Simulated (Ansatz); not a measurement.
Crystal: Ge.

```
CELL_PARAMETERS angstrom
-2.77328 2.77328 1.50532
2.77328 -2.77328 1.50532
2.77328 2.77328 -1.50532
ATOMIC_POSITIONS crystal
Ge 0.50000 0.50000 0.00000
Ge 0.25000 0.75000 0.50000
```

This isn't the form of Ge at room conditions, which is diamond.

The cell isn't the ideal one: cell stretched.

* Program: Ansatz 0.2.0
* Task: relaxation of cell and atoms
* Functional: PBEsol
* Potentials or basis: all-electron PAW datasets made for the crystal
* k mesh: 14 × 14 × 14
* Occupations: gaussian, width 0.1 eV
* Spin: collinear spin, ferromagnetic start
* Starting moments: [0.5, 0.5] μB

At the start: volume 23.16 Å³/atom.

Question: Where does the relaxation end?

Answer: Over 7 steps the energy falls by 202.2 meV/atom and the volume is 18.40 Å³/atom (-20.6 %); space group I4_1/amd (No. 141, to 0.05 Å); moment 0.00 μB per cell.

The path:
```csv
step,energy change (eV),largest force (eV/Å),volume (Å³)
1,0.0000,0.0000,46.31
2,-0.3393,0.0000,40.04
3,-0.3796,0.0000,34.94
4,-0.4038,0.0000,37.05
5,-0.4044,0.0000,36.78
6,-0.4044,0.0000,36.79
7,-0.4044,0.0000,36.79
```

Final structure:
```xyz
2
Lattice="-2.5486 2.5486 1.4160 2.5486 -2.5486 1.4160 2.5486 2.5486 -1.4160" Properties=species:S:1:pos:R:3 pbc="T T T"
Ge    0.0000    0.0000    1.4160
Ge    2.5486    0.0000    0.7080
```

Caveat: the program listed the state as in doubt; the starting moments weren't kept.
